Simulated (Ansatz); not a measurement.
This log comes from Ansatz, run on AlP (started from an entry of an open crystallographic database). The geometry is the PBEsol minimum.

The cell given to it:
```
CELL_PARAMETERS angstrom
0.00000 2.73520 2.73520
2.73520 0.00000 2.73520
2.73520 2.73520 0.00000
ATOMIC_POSITIONS crystal
Al 0.00000 0.00000 0.00000
P 0.25000 0.25000 0.25000
```

Main lines of the log:
```
Crystal: 2 atoms, lattice volume = 40.926 Å³
Basis set: ecut = 420 eV, 821 PW (Γ)
Bands: 8, of which v1, the nominal top of the filled ones, is band 4 counted from 1 (3 counted from 0)
Symmetry: 24 space group operations
k-points: 46 of 216 (irreducible under 4 space group operations, time reversal used)
SCF 1 converged in 6 iterations: F = -1265.726199 eV  dr2 = 8.15e-11
SCF 1 converged in 4 iterations: F = -1265.735292 eV  dr2 = 2.66e-9
WARN: field response: ε∞ stands inside a basis, on 6×6×6 points; the force constants stand on the 6×6×6 k-mesh, whose period is 11.17 times the interband length at k = (0.0000, -0.5000, -0.5000), direct gap 3.559 eV, under 14 […]
SCF converged after 6 iterations
Free energy (F): -1265.726199 eV
Fermi energy:    4.942215 eV
--- Per-component energies (eV) ---
  E_band       = 3.946958
  E_kinetic    = 93.548102
  E_local      = -82.532524
  E_nonlocal   = 44.850899
  E_hartree    = 24.728827
  E_xc         = -100.489121
  E_vxc        = -89.948130
  E_paw        = -1009.066645
  E_vpaw       = -11.428991
  E_ewald      = -236.830972
  E_core_change = 0.065235
--- Band table (eV; the first three rows and the last of 46) ---
  k-point 0: bands = [-6.5479, 4.9422, 4.9422, 4.9422, 8.0901, 9.4351, 9.4351, 9.4351]
  k-point 1: bands = [-6.2448, 3.0516, 4.6990, 4.6990, 8.4558, 9.8675, 9.8675, 10.4904]
  k-point 2: bands = [-5.4545, 0.5831, 4.3278, 4.3278, 7.8861, 9.9088, 9.9088, 12.7069]
  k-point 45: bands = [-4.3662, -0.0608, 1.7892, 2.9441, 8.8866, 9.8116, 11.7307, 12.4814]
--- Phonons (Γ-DFPT): 2 representative perturbations + reference, on 46 of 216 k-points ---
  Γ frequencies (cm⁻¹): 0.00 0.00 0.00 434.31 434.31 434.31
  ε∞ (high-frequency dielectric tensor):
        8.306280     0.000000     0.000000
        0.000000     8.306280     0.000000
        0.000000     0.000000     8.306280
  ε⁰ (static dielectric tensor: ions relaxed, cell fixed):
       10.513918     0.000000     0.000000
        0.000000    10.513918     0.000000
        0.000000     0.000000    10.513918
  ε⁰ − ε∞ (ionic part):
        2.207638     0.000000     0.000000
        0.000000     2.207638     0.000000
        0.000000     0.000000     2.207638
  Born effective charges Z* (e; rows j = field, columns β = displacement):
    site 0:
         2.23480    0.00000    0.00000
         0.00000    2.23480    0.00000
         0.00000    0.00000    2.23480
    site 1:
        -2.23480    0.00000    0.00000
         0.00000   -2.23480    0.00000
         0.00000    0.00000   -2.23480
  ε∞ is read to err by 2.8e-2, Z* by 1.2e-2 e
  optical modes at Γ without the LO–TO term, one row a degenerate level:
      ω (cm⁻¹)  modes    IR ((D/Å)²/amu)
        434.31      3            23.9713
  optical modes at Γ + LO–TO along q̂ = [1.0000, 0.0000, 0.0000]:
      ω (cm⁻¹)  modes    IR ((D/Å)²/amu)
        434.31      2            15.9809
        488.63      1             7.9904
  optical modes at Γ + LO–TO along q̂ = [0.0000, 1.0000, 0.0000]: as above
  optical modes at Γ + LO–TO along q̂ = [0.0000, 0.0000, 1.0000]: as above
```

Question: Write the input file that gave this output.

Answer:
```yaml
crystal:
  # lattice and atoms as above
kpoints:
  mp_grid: { grid: [6, 6, 6] }
hamiltonian:
  xc: pbesol
scf:
  occupations: { method: fixed }
phonons:
  method: dfpt
  dielectric: true
  qpoints: [[0, 0, 0]]
  rigid_motions: translations
```
There is no exchange loop, so no exact exchange. Frequencies at Γ with ε∞ and Born charges come from phonons by dfpt with dielectric on. The lines shown narrow the functional down without fixing it; this is the one that was run. Keys that aren't typed take their defaults; thresholds and the kind of smearing can't be read off these lines.

The log's warnings on the mesh tell which of these values aren't settled.

Run as `ansatz run input.yaml --threads 2 --pin off --max-ram 2211MiB --backend cpu --events-out ev --progress --plain --runs-dir out`.

Calculated for a static, non-magnetic cell.
